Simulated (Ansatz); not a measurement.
BeS (started from an entry of an open crystallographic database), relaxed with r2SCAN in the plane-wave code Ansatz. Space group F-43m (No. 216), cubic; conventional cell a = 4.869 Å, 14.43 Å³ an atom. Be is surrounded by 4 S at 2.11 Å; S is surrounded by 4 Be at 2.11 Å.

The axes x, y and z are those of this cell:
```
CELL_PARAMETERS angstrom
0.00000 2.43431 2.43431
2.43431 0.00000 2.43431
2.43431 2.43431 0.00000
ATOMIC_POSITIONS crystal
Be 0.00000 0.00000 0.00000
S 0.25000 0.25000 0.25000
```

Unstrained: PBE gives an indirect gap of 3.135 eV, from Γ to X; the least direct gap is 5.617 eV at Γ–K (0.10 of the way from Γ). r2SCAN gives an indirect gap of 3.589 eV, from Γ to X; the least direct gap is 6.234 eV at Γ. With HSE06 the valence top lies at Γ and the conduction bottom at X, 4.085 eV higher; the smallest vertical gap, at Γ–K (0.10 of the way from Γ), is 6.804 eV. Meshes: PBE 10×10×10, r2SCAN 10×10×10, HSE06 6×6×6. Strains are changes of length per length. After each strain the atoms were relaxed again with r2SCAN within the symmetry that the strain leaves, so tilts or polar shifts that break it weren't tested; points keep the names that they have in the unstrained zone. No spin polarisation and no zero-point or thermal motion.

(1) Estimate what uniaxial +2.36 % along z, other directions held does to the gap.

(2) One strain changed the r2SCAN stress by xx +16.05, yy +16.05, zz +16.05 GPa (compression positive) and the gap by -0.323 eV (PBE), -0.326 eV (r2SCAN), -0.334 eV (HSE06). Which kind of strain was it, and roughly how large?

Answers

(1) PBE: the gap goes from 3.135 to 3.086 eV (-0.049 eV); with r2SCAN the top three valence levels at Γ, degenerate before, become 2+1 from the top over 132 meV. r2SCAN: the gap goes from 3.589 to 3.537 eV (-0.052 eV). HSE06: the gap goes from 4.085 to 4.034 eV (-0.051 eV). The r2SCAN energy rises by 4.1 meV an atom.

(2) Isotropic -4.22 % on every length. The pattern of the stress gives the kind; the size needs the stiffness, so it is an estimate.

Where an edge lies off the special points, it is a point of the mesh or the k point where a search put PBE's edge or least direct gap, reused for the other functionals, whose own edges may lie a little apart.

The meshes of the hybrids are coarse, so their gaps aren't converged to the digits shown.

The splittings at Γ are without spin-orbit coupling, which regroups them where it is of like size or larger.
